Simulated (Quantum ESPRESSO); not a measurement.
**CoO in Quantum ESPRESSO: convergence with smearing width**

CoO:

```
Co O
1.0
    -1.50800    1.50800    2.10725
     1.50800   -1.50800    2.10725
     1.50800    1.50800   -2.10725
Co O
1 1
Direct
  0.99472 0.00494 0.01533
  0.51463 0.49959 0.00496
```

The cell isn't the ideal one: atoms moved at random, drawn with an rms of 0.05 Å.

* Program: Quantum ESPRESSO 7.5
* Task: single point
* Functional: PBE
* Potentials or basis: JTH 2.0 PBE
* Cutoff: 612 eV
* Density cutoff: 3674 eV
* k mesh: 7 × 7 × 7
* Occupations: cold, width 0.5 eV
* Spin: collinear spin, ferromagnetic start
* Starting moments: [2.0, 0.0] μB

These are the settings of the first run; the series varies smearing width, with any setting tied to it.

Hardware: 1 thread of AMD EPYC 7571, on a shared host.

Q: The values tried are 0.5 eV, 0.3 eV, 0.2 eV, 0.136 eV, 0.1 eV, 0.05 eV, 0.025 eV, 0.01 eV, loosest first. From which on does the energy stay within 1 meV/atom of the tightest run that finished?

A: From 0.136 eV on.

| smearing width | energy less the tightest run, at zero smearing (meV/atom) | pressure (GPa) | largest force (eV/Å) | absolute moment (μB) | SCF cycles | CPU time (s) | peak memory (GiB) |
| --- | --- | --- | --- | --- | --- | --- | --- |
| 0.5 eV | -18.06 | -0.26 | 0.172 | 2.90 | 17 | 170 | 0.15 |
| 0.3 eV | -7.96 | -0.69 | 0.150 | 2.86 | 18 | 200 | 0.15 |
| 0.2 eV | -2.35 | -0.84 | 0.141 | 2.85 | 20 | 210 | 0.15 |
| 0.136 eV | -0.22 | -0.42 | 0.135 | 2.92 | 21 | 210 | 0.15 |
| 0.1 eV | 0.09 | 0.09 | 0.132 | 2.97 | 21 | 220 | 0.15 |
| 0.05 eV | 0.07 | 0.41 | 0.131 | 3.01 | 23 | 230 | 0.15 |
| 0.025 eV | 0.03 | 0.33 | 0.128 | 3.00 | 24 | 240 | 0.15 |
| 0.01 eV | 0.00 | 0.32 | 0.128 | 3.00 | 24 | 240 | 0.15 |

Against the tightest run, the pressure stays within 0.1 GPa from 0.05 eV on; the largest force stays within 0.005 eV/Å from 0.1 eV on; the absolute moment stays within 0.02 μB from 0.05 eV on. Narrower smearing needs a denser k mesh, so at a fixed mesh the narrowest width isn't the most accurate. The tightest run that finished is the yardstick and may itself not be fully converged.

Caveat, for the tightest run too: the k mesh is coarse (spacing up to 0.42 Å⁻¹), so the values aren't converged; the cutoff is low for these files, which shifts pressure and relaxed volume; a cell with one magnetic atom can't hold antiferromagnetic order, which such compounds often take.
